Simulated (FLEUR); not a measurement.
Crystal: NaI.

```
CELL_PARAMETERS angstrom
0.00000 3.23640 3.23640
3.23640 0.00000 3.23640
3.23640 3.23640 0.00000
ATOMIC_POSITIONS crystal
I 0.50000 0.50000 0.50000
Na 0.00000 0.00000 0.00000
```

| Quantity | Value |
| --- | --- |
| Program | FLEUR MaX-R8.1 (later development tree) |
| Task | single point |
| Functional | PBE |
| Potentials or basis | all-electron |
| Basis | FLAPW |
| Kmax | 3.8 1/bohr |
| k mesh | 7 × 7 × 7 |
| Occupations | fermi-dirac, width 0.05 eV |
| Spin | no spin polarisation |
| Gmax | 11.8 1/bohr |
| Muffin-tin radii | I 2.66, Na 2.66 bohr |
| lmax | I 11, Na 11 |
| Local orbitals a species | I 6, Na 5 |
| Max iterations | 60 |
| Mixing factor | 0.05 |
| Mixer | Anderson |
| Mixer history | 15 |
| Density convergence | 1e-05 me/bohr^3 |

On this cell: largest force zero by symmetry; band gap on the k mesh 3.64 eV, direct.

The same run follows on a disturbed copy (atoms moved at random, drawn with an rms of 0.05 Å):

```xyz
2
Lattice="0.0000 3.2364 3.2364 3.2364 0.0000 3.2364 3.2364 3.2364 0.0000" Properties=species:S:1:pos:R:3 pbc="T T T"
I     3.2272    3.2274    3.2377
Na   -0.0071    0.0155    0.0537
```

Question: What does the disturbed cell give?

Answer: The energy moves by +0.7 meV/atom; largest force 0.052 eV/Å; band gap on the k mesh 3.64 eV, direct.

Forces on the atoms (eV/Å):
```
I    0.002  0.022  0.047
Na  -0.002 -0.022 -0.047
```

Caveats: spin-orbit coupling is left out, which moves the levels of the heavy elements.

